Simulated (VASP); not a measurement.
# Na2S (Fm-3m) in VASP: further runs

One crystal, Na2S, is run at these levels: PBE; tasks: single point.

Program: VASP 6.6.1. These are calculated values, not measurements. Logs are shortened: lines on timing, memory, paths and dates and some standing lists are left out, and cuts for length are marked.

## (1) The structure

The structure is cubic, space group Fm-3m (No. 225). Conventional cell: a = 6.547 Å, b = 6.547 Å, c = 6.547 Å, α = 90.00°, β = 90.00°, γ = 90.00°. Around S (site symmetry m-3m) lie 8 Na at 2.83 Å. Na (site symmetry -43m) has 4 S at 2.83 Å as nearest neighbours.

## (2) Single point, PBE

Input file INCAR:

```
SYSTEM = Na2S
PREC = Accurate
ENCUT = 460
EDIFF = 1E-6
ISMEAR = 0
SIGMA = 0.1
LREAL = .FALSE.
LASPH = .TRUE.
NELM = 100
ALGO = Normal
ISIF = 2
LWAVE = .FALSE.
LCHARG = .FALSE.
GGA = PE
NBANDS = 17
ADDGRID = .FALSE.
```

Input file KPOINTS:

```
Automatic mesh
0
G
  6 6 6
  0 0 0
```

Input file POSCAR:

```
Na2S
1.0
    0.0000000000      3.2735000000      3.2735000000
    3.2735000000      0.0000000000      3.2735000000
    3.2735000000      3.2735000000      0.0000000000
S Na
1 2
Direct
    0.0000000000      0.0000000000      0.0000000000
    0.7500000000      0.7500000000      0.7500000000
    0.2500000000      0.2500000000      0.2500000000
```

Potentials or basis: VASP PAW PBE potentials, release 64 (S, Na_pv).

Command:

```console
> cat potpaw_PBE.64/S/POTCAR potpaw_PBE.64/Na_pv/POTCAR > POTCAR
> mpirun -np 1 vasp_std > vasp.out
```

OUTCAR:

```text
SYSTEM = Na2S
   PREC = Accurate
   ENCUT = 460
   EDIFF = 1E-6
   ISMEAR = 0
   LREAL = .FALSE.
   LASPH = .TRUE.
   NELM = 100
   ISIF = 2
   GGA = PE

 Found     16 irreducible k-points:

 Following reciprocal coordinates:
            Coordinates               Weight
  0.000000  0.000000  0.000000      1.000000
  0.166667  0.000000  0.000000      8.000000
  0.333333  0.000000  0.000000      8.000000
  0.500000  0.000000  0.000000      4.000000
  0.166667  0.166667  0.000000      6.000000
  0.333333  0.166667  0.000000     24.000000
   k-points           NKPTS =     16   k-points in BZ     NKDIM =     16   number of bands    NBANDS=     17
   number of dos      NEDOS =    301   number of ions     NIONS =      3
   total plane-waves  NPLWV =  32768
   dimension x,y,z NGX =    32 NGY =   32 NGZ =   32
   dimension x,y,z NGXF=    64 NGYF=   64 NGZF=   64
   ions per type =               1   2
   NGX,Y,Z   is equivalent  to a cutoff of  11.49, 11.49, 11.49 a.u.
   NGXF,Y,Z  is equivalent  to a cutoff of  22.98, 22.98, 22.98 a.u.
 SYSTEM =  Na2S
   PREC   = accura    normal or accurate (medium, high low for compatibility)
   ISTART =      0    job   : 0-new  1-cont  2-samecut
   ICHARG =      2    charge: 1-file 2-atom 10-const
   ISPIN  =      1    spin polarized calculation?
   LNONCOLLINEAR =      F non collinear calculations
   LSORBIT =      F    spin-orbit coupling
   LASPH  =      T    aspherical Exc in radial PAW
   ENCUT  =  460.0 eV  33.81 Ry    5.81 a.u.   8.10  8.10  8.10*2*pi/ulx,y,z
   NELM   =    100;   NELMIN=  2; NELMDL= -5     # of ELM steps
   EDIFF  = 0.1E-05   stopping-criterion for ELM
[... 8 lines left out ...]
   TEBEG  =    0.0;   TEEND  =   0.0 temperature during run
   PSTRESS=    0.0 pullay stress
   NELECT =      20.0000    total number of electrons
   NUPDOWN=      -1.0000    fix difference up-down
   EMIN   =  10.00;   EMAX   =-10.00  energy-range for DOS
   EFERMI =   0.00;   METHOD = LEGACY
   ISMEAR =     0;   SIGMA  =   0.10  broadening in eV -4-tet -1-fermi 0-gaus
   EFERMI_NEDOS =   21; number of points for ismear=-14 and -15
   IALGO  =     38    algorithm
   IMIX   =      4    mixing-type and parameters
     AMIX     =   0.40;   BMIX     =  1.00
     AMIX_MAG =   1.60;   BMIX_MAG =  1.00
  volume/ion in A,a.u.               =      23.39       157.81
  Fermi-wavevector in a.u.,A,eV,Ry     =   1.077447  2.036079 15.794888  1.160892
  Thomas-Fermi vector in A             =   2.213359
   LORBIT       =      0    0 simple, 1 ext, 2 COOP (PROOUT), +10 PAW based schemes
   GGA     = PE    functional components
   LHFCALC =     F    Hartree Fock is set to
   AEXX    =    0.0000 exact exchange contribution
   IVDW    =     0    specifies the selected vdW correction
   LEPSILON=     F    determine dielectric tensor
   LRPA    =     F    only Hartree local field effects (RPA)
 non-spin polarized calculation
 Gauss-broadening in eV      SIGMA  =   0.10
  energy-cutoff  :      460.00
  volume of cell :       70.16
 maximum number of plane-waves:      1591
   NGX = 17   NGY = 17   NGZ = 17

 number of electron      19.9999980 magnetization

 Free energy of the ion-electron system (eV)
  ---------------------------------------------------
  ext. energy  EPLUGINS =         0.00000000
  ---------------------------------------------------
  free energy    TOTEN  =        -9.97525841 eV

  energy without entropy =       -9.97525841  energy(sigma->0) =       -9.97525841

 E-fermi :   0.6722     XC(G=0):  -7.8124

 val. band max:        0.1769275844   @ k =   0.0000   0.0000   0.0000
 cond. band min:       2.6527168965   @ k =   0.0000   0.0000   0.0000
 fundamental gap:      2.4757893120
 Fermi energy:         0.6721705803

 k-point     1 :       0.0000    0.0000    0.0000
  band No.  band energies     occupation
      1     -22.0711      2.00000
      2     -22.0711      2.00000
      3     -22.0711      2.00000
      4     -22.0177      2.00000
      5     -22.0177      2.00000
      6     -22.0177      2.00000
      7      -9.9613      2.00000
      8       0.1769      2.00000
      9       0.1769      2.00000
     10       0.1769      2.00000
     11       2.6527      0.00000
     12       7.9089      0.00000
     13       7.9089      0.00000
     14       7.9089      0.00000
     15       9.5261      0.00000
     16       9.5261      0.00000
     17      11.3808      0.00000

 k-point     2 :       0.1667    0.0000    0.0000
  band No.  band energies     occupation
      1     -22.0686      2.00000
      2     -22.0675      2.00000
      3     -22.0675      2.00000
      4     -22.0232      2.00000
      5     -22.0215      2.00000
      6     -22.0215      2.00000
      7      -9.9024      2.00000
      8      -0.4040      2.00000
      9       0.1426      2.00000
     10       0.1426      2.00000
     11       3.4136      0.00000
     12       7.5352      0.00000
     13       8.0076      0.00000
     14       8.0076      0.00000
     15       9.0723      0.00000
     16       9.0723      0.00000
     17      10.7394      0.00000

 k-point     3 :       0.3333    0.0000    0.0000
  band No.  band energies     occupation
      1     -22.0619      2.00000
      2     -22.0583      2.00000
      3     -22.0583      2.00000
      4     -22.0361      2.00000
      5     -22.0318      2.00000
      6     -22.0317      2.00000
      7      -9.7807      2.00000
      8      -1.1624      2.00000
      9       0.0768      2.00000
     10       0.0768      2.00000
     11       4.5097      0.00000
     12       6.9160      0.00000
     13       7.5669      0.00000
     14       7.5669      0.00000
     15       9.9289      0.00000
     16       9.9289      0.00000
     17      10.5377      0.00000

 k-point     4 :       0.5000    0.0000    0.0000
  band No.  band energies     occupation
      1     -22.0530      2.00000
      2     -22.0479      2.00000
      3     -22.0460      2.00000
      4     -22.0460      2.00000
      5     -22.0445      2.00000
      6     -22.0444      2.00000
      7      -9.7175      2.00000
      8      -1.4591      2.00000
      9       0.0455      2.00000
     10       0.0455      2.00000
     11       4.9545      0.00000
     12       6.6150      0.00000
     13       7.3190      0.00000
     14       7.3190      0.00000
     15      11.3279      0.00000
     16      11.5795      0.00000
     17      11.5795      0.00000

 k-point     5 :       0.1667    0.1667    0.0000
  band No.  band energies     occupation
      1     -22.0736      2.00000
      2     -22.0736      2.00000
      3     -22.0543      2.00000
      4     -22.0376      2.00000
      5     -22.0160      2.00000
      6     -22.0160      2.00000
      7      -9.8831      2.00000
      8      -0.4178      2.00000
      9       0.0528      2.00000
     10       0.0528      2.00000
     11       3.6306      0.00000
     12       7.3437      0.00000
     13       7.8572      0.00000
     14       8.2678      0.00000
     15       8.2678      0.00000
     16       9.8904      0.00000
     17      11.9925      0.00000

 k-point     6 :       0.3333    0.1667    0.0000
  band No.  band energies     occupation
      1     -22.0732      2.00000
      2     -22.0722      2.00000
      3     -22.0559      2.00000
      4     -22.0389      2.00000
      5     -22.0192      2.00000
      6     -22.0184      2.00000
      7      -9.7826      2.00000
      8      -0.9590      2.00000
      9      -0.0705      2.00000
     10      -0.0375      2.00000
     11       4.5096      0.00000
     12       6.8152      0.00000
     13       7.2101      0.00000
     14       8.2275      0.00000
     15       9.0275      0.00000
     16      10.5307      0.00000
     17      11.4707      0.00000

 [... further k-points ...]
[... 5 lines left out ...]
  --------------------------------------------------------------------------------------
  -------------------------------------------------------------------------------------
  Total        0.0928460      0.0928460      0.0928460      0.0000000     -0.0000000      0.0000000
  in kB        2.1203450      2.1203450      2.1203450      0.0000000     -0.0000000      0.0000000
  external PRESSURE =       2.1203450 kB  Pullay stress =       0.0000000 kB

 VOLUME and BASIS-vectors are now :
 -----------------------------------------------------------------------------
  energy-cutoff  :      460.00
  volume of cell :       70.16
      direct lattice vectors                 reciprocal lattice vectors
     0.000000000  3.273500000  3.273500000    -0.152741714  0.152741714  0.152741714
     3.273500000  0.000000000  3.273500000     0.152741714 -0.152741714  0.152741714
     3.273500000  3.273500000  0.000000000     0.152741714  0.152741714 -0.152741714

 POSITION                                       TOTAL-FORCE (eV/Angst)
 -----------------------------------------------------------------------------------
      0.00000      0.00000      0.00000         0.000000      0.000000     -0.000000
      4.91025      4.91025      4.91025        -0.000000     -0.000000      0.000000
      1.63675      1.63675      1.63675         0.000000      0.000000     -0.000000
 -----------------------------------------------------------------------------------
    total drift:                               -0.000000     -0.000000      0.000000

  FREE ENERGIE OF THE ION-ELECTRON SYSTEM (eV)
  ---------------------------------------------------
  free  energy   TOTEN  =        -9.9752584106 eV

  energy  without entropy=       -9.9752584106  energy(sigma->0) =       -9.97525841
```

Run time: 7.7 s. Hardware: 1 thread of Intel Xeon Platinum 8488C (Sapphire Rapids), shared host; peak memory 0.16 GiB.

The run converged, but some of its settings lie outside the range that counts as converged, so its numbers aren't taken as properties of the crystal.

What came out:

* Free energy: -9.9753 eV
* Pressure: 0.2 GPa
* Band gap on the k mesh: 2.48 eV, direct

## (3) Single point, PBE

Changes to INCAR since step 2:

```diff
@@ -5,3 +5,3 @@
 ISMEAR = 0
-SIGMA = 0.1
+SIGMA = 0.01
 LREAL = .FALSE.
```

KPOINTS is that of step 2.

POSCAR is that of step 2.

Potentials or basis: VASP PAW PBE potentials, release 64 (S, Na_pv).

Command:

```console
> cat potpaw_PBE.64/S/POTCAR potpaw_PBE.64/Na_pv/POTCAR > POTCAR
> mpirun -np 1 vasp_std > vasp.out
```

OUTCAR:

```text
SYSTEM = Na2S
   PREC = Accurate
   ENCUT = 460
   EDIFF = 1E-6
   ISMEAR = 0
   LREAL = .FALSE.
   LASPH = .TRUE.
   NELM = 100
   ISIF = 2
   GGA = PE

 Found     16 irreducible k-points:

 Following reciprocal coordinates:
            Coordinates               Weight
  0.000000  0.000000  0.000000      1.000000
  0.166667  0.000000  0.000000      8.000000
  0.333333  0.000000  0.000000      8.000000
  0.500000  0.000000  0.000000      4.000000
  0.166667  0.166667  0.000000      6.000000
  0.333333  0.166667  0.000000     24.000000
   k-points           NKPTS =     16   k-points in BZ     NKDIM =     16   number of bands    NBANDS=     17
   number of dos      NEDOS =    301   number of ions     NIONS =      3
   total plane-waves  NPLWV =  32768
   dimension x,y,z NGX =    32 NGY =   32 NGZ =   32
   dimension x,y,z NGXF=    64 NGYF=   64 NGZF=   64
   ions per type =               1   2
   NGX,Y,Z   is equivalent  to a cutoff of  11.49, 11.49, 11.49 a.u.
   NGXF,Y,Z  is equivalent  to a cutoff of  22.98, 22.98, 22.98 a.u.
 SYSTEM =  Na2S
   PREC   = accura    normal or accurate (medium, high low for compatibility)
   ISTART =      0    job   : 0-new  1-cont  2-samecut
   ICHARG =      2    charge: 1-file 2-atom 10-const
   ISPIN  =      1    spin polarized calculation?
   LNONCOLLINEAR =      F non collinear calculations
   LSORBIT =      F    spin-orbit coupling
   LASPH  =      T    aspherical Exc in radial PAW
   ENCUT  =  460.0 eV  33.81 Ry    5.81 a.u.   8.10  8.10  8.10*2*pi/ulx,y,z
   NELM   =    100;   NELMIN=  2; NELMDL= -5     # of ELM steps
   EDIFF  = 0.1E-05   stopping-criterion for ELM
[... 8 lines left out ...]
   TEBEG  =    0.0;   TEEND  =   0.0 temperature during run
   PSTRESS=    0.0 pullay stress
   NELECT =      20.0000    total number of electrons
   NUPDOWN=      -1.0000    fix difference up-down
   EMIN   =  10.00;   EMAX   =-10.00  energy-range for DOS
   EFERMI =   0.00;   METHOD = LEGACY
   ISMEAR =     0;   SIGMA  =   0.01  broadening in eV -4-tet -1-fermi 0-gaus
   EFERMI_NEDOS =   21; number of points for ismear=-14 and -15
   IALGO  =     38    algorithm
   IMIX   =      4    mixing-type and parameters
     AMIX     =   0.40;   BMIX     =  1.00
     AMIX_MAG =   1.60;   BMIX_MAG =  1.00
  volume/ion in A,a.u.               =      23.39       157.81
  Fermi-wavevector in a.u.,A,eV,Ry     =   1.077447  2.036079 15.794888  1.160892
  Thomas-Fermi vector in A             =   2.213359
   LORBIT       =      0    0 simple, 1 ext, 2 COOP (PROOUT), +10 PAW based schemes
   GGA     = PE    functional components
   LHFCALC =     F    Hartree Fock is set to
   AEXX    =    0.0000 exact exchange contribution
   IVDW    =     0    specifies the selected vdW correction
   LEPSILON=     F    determine dielectric tensor
   LRPA    =     F    only Hartree local field effects (RPA)
 non-spin polarized calculation
 Gauss-broadening in eV      SIGMA  =   0.01
  energy-cutoff  :      460.00
  volume of cell :       70.16
 maximum number of plane-waves:      1591
   NGX = 17   NGY = 17   NGZ = 17

 number of electron      19.9999980 magnetization

 Free energy of the ion-electron system (eV)
  ---------------------------------------------------
  ext. energy  EPLUGINS =         0.00000000
  ---------------------------------------------------
  free energy    TOTEN  =        -9.97525841 eV

  energy without entropy =       -9.97525841  energy(sigma->0) =       -9.97525841

 E-fermi :   0.3071     XC(G=0):  -7.8124

 val. band max:        0.1769275845   @ k =   0.0000   0.0000   0.0000
 cond. band min:       2.6527168965   @ k =   0.0000   0.0000   0.0000
 fundamental gap:      2.4757893120
 Fermi energy:         0.3071327710

 k-point     1 :       0.0000    0.0000    0.0000
  band No.  band energies     occupation
      1     -22.0711      2.00000
      2     -22.0711      2.00000
      3     -22.0711      2.00000
      4     -22.0177      2.00000
      5     -22.0177      2.00000
      6     -22.0177      2.00000
[... 9 lines left out ...]
     16       9.5261      0.00000
     17      11.3808      0.00000

 k-point     2 :       0.1667    0.0000    0.0000
  band No.  band energies     occupation
      1     -22.0686      2.00000
      2     -22.0675      2.00000
      3     -22.0675      2.00000
      4     -22.0232      2.00000
      5     -22.0215      2.00000
      6     -22.0215      2.00000
[... 9 lines left out ...]
     16       9.0723      0.00000
     17      10.7394      0.00000
[... 61 lines left out ...]
 k-point     6 :       0.3333    0.1667    0.0000
  band No.  band energies     occupation
      1     -22.0732      2.00000
      2     -22.0722      2.00000
      3     -22.0559      2.00000
      4     -22.0389      2.00000
      5     -22.0192      2.00000
      6     -22.0184      2.00000
[... 9 lines left out ...]
     16      10.5307      0.00000
     17      11.4707      0.00000

 [... further k-points ...]
[... 5 lines left out ...]
  --------------------------------------------------------------------------------------
  -------------------------------------------------------------------------------------
  Total        0.0928459      0.0928459      0.0928459      0.0000000      0.0000000      0.0000000
  in kB        2.1203445      2.1203445      2.1203445      0.0000000      0.0000000      0.0000000
  external PRESSURE =       2.1203445 kB  Pullay stress =       0.0000000 kB

 VOLUME and BASIS-vectors are now :
 -----------------------------------------------------------------------------
  energy-cutoff  :      460.00
  volume of cell :       70.16
      direct lattice vectors                 reciprocal lattice vectors
     0.000000000  3.273500000  3.273500000    -0.152741714  0.152741714  0.152741714
     3.273500000  0.000000000  3.273500000     0.152741714 -0.152741714  0.152741714
     3.273500000  3.273500000  0.000000000     0.152741714  0.152741714 -0.152741714

 POSITION                                       TOTAL-FORCE (eV/Angst)
 -----------------------------------------------------------------------------------
      0.00000      0.00000      0.00000        -0.000000     -0.000000     -0.000000
      4.91025      4.91025      4.91025        -0.000000     -0.000000      0.000000
      1.63675      1.63675      1.63675         0.000000      0.000000      0.000000
 -----------------------------------------------------------------------------------
    total drift:                               -0.000000     -0.000000      0.000000

  FREE ENERGIE OF THE ION-ELECTRON SYSTEM (eV)
  ---------------------------------------------------
  free  energy   TOTEN  =        -9.9752584107 eV

  energy  without entropy=       -9.9752584107  energy(sigma->0) =       -9.97525841
```

OSZICAR:

```text
N       E                     dE             d eps       ncg     rms          rms(c)
DAV:   1     0.145754831470E+03    0.14575E+03   -0.97349E+03   544   0.113E+03
DAV:   2    -0.386884281211E+00   -0.14614E+03   -0.14264E+03   600   0.310E+02
DAV:   3    -0.106566013531E+02   -0.10270E+02   -0.10215E+02   679   0.845E+01
DAV:   4    -0.108229589122E+02   -0.16636E+00   -0.16623E+00   656   0.118E+01
DAV:   5    -0.108264815382E+02   -0.35226E-02   -0.35221E-02   713   0.168E+00    0.370E+00
DAV:   6    -0.100165845248E+02    0.80990E+00   -0.16068E+00   734   0.548E+00    0.292E+00
DAV:   7    -0.996422455236E+01    0.52360E-01   -0.23737E-01   635   0.202E+00    0.195E+00
DAV:   8    -0.997402864028E+01   -0.98041E-02   -0.20498E-02   586   0.113E+00    0.659E-01
DAV:   9    -0.997418125382E+01   -0.15261E-03   -0.50860E-04   731   0.129E-01    0.743E-01
DAV:  10    -0.997583651539E+01   -0.16553E-02   -0.22779E-03   561   0.316E-01    0.704E-01
DAV:  11    -0.997536700841E+01    0.46951E-03   -0.99147E-04   624   0.142E-01    0.316E-01
DAV:  12    -0.997528560788E+01    0.81401E-04   -0.17188E-04   580   0.706E-02    0.138E-01
DAV:  13    -0.997525885775E+01    0.26750E-04   -0.75073E-05   689   0.304E-02    0.571E-02
DAV:  14    -0.997525838482E+01    0.47294E-06   -0.10776E-05   683   0.161E-02    0.203E-03
DAV:  15    -0.997525841072E+01   -0.25901E-07   -0.20598E-07   393   0.270E-03
   1 F= -.99752584E+01 E0= -.99752584E+01  d E =-.184286E-77
```

Run time: 7.8 s. Hardware: 1 thread of Intel Xeon Platinum 8488C (Sapphire Rapids), shared host; peak memory 0.15 GiB.

These settings aren't checked as converged: the numbers below hold their error.

Results:

```yaml
Free_energy: -9.9753 eV
Pressure: 0.2 GPa
Band_gap_on_the_k_mesh: 2.48 eV, direct
```
